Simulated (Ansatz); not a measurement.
Space group P6/mmm (No. 191). a = 3.017 Å, b = 3.017 Å, c = 3.186 Å, α = 90.00°, β = 90.00°, γ = 120.00°
| atom | site | symmetry | x | y | z |
| --- | --- | --- | --- | --- | --- |
| Ti | 1a | 6/mmm | 0.0000 | 0.0000 | 0.0000 |
| B | 2d | -6m2 | 0.3333 | 0.6667 | 0.5000 |

Equation of state of this TiB$_{2}$ structure (not necessarily the ground state), with shape and atoms relaxed at each volume where symmetry leaves them free. It has no gap at any of these volumes. These are results of DFT PBEsol, scalar-relativistic, plane waves, PAW in Ansatz, not measurements.

Settings: cutoff 420 eV, Γ-centred mesh 18×18×14 on the computed 3-atom cell, Gaussian smearing of 0.10 eV; no spin polarisation.

| V (Å³/atom) | E − E(largest V) (meV/atom) | P (GPa) |
| --- | --- | --- |
| 7.368 | 62.55 | 43.07 |
| 7.619 | 5.73 | 29.78 |
| 7.870 | -31.74 | 18.33 |
| 8.121 | -52.55 | 8.47 |
| 8.372 | -59.00 | -0.03 |
| 8.623 | -53.04 | -7.37 |
| 8.875 | -36.38 | -13.72 |
| 9.209 | 0.00 | -20.85 |

Question: Fit a third-order Birch–Murnaghan equation to E(V).

Answer: V0 = 8.37 Å³/atom, B0 = 263 GPa, B0' = 3.9.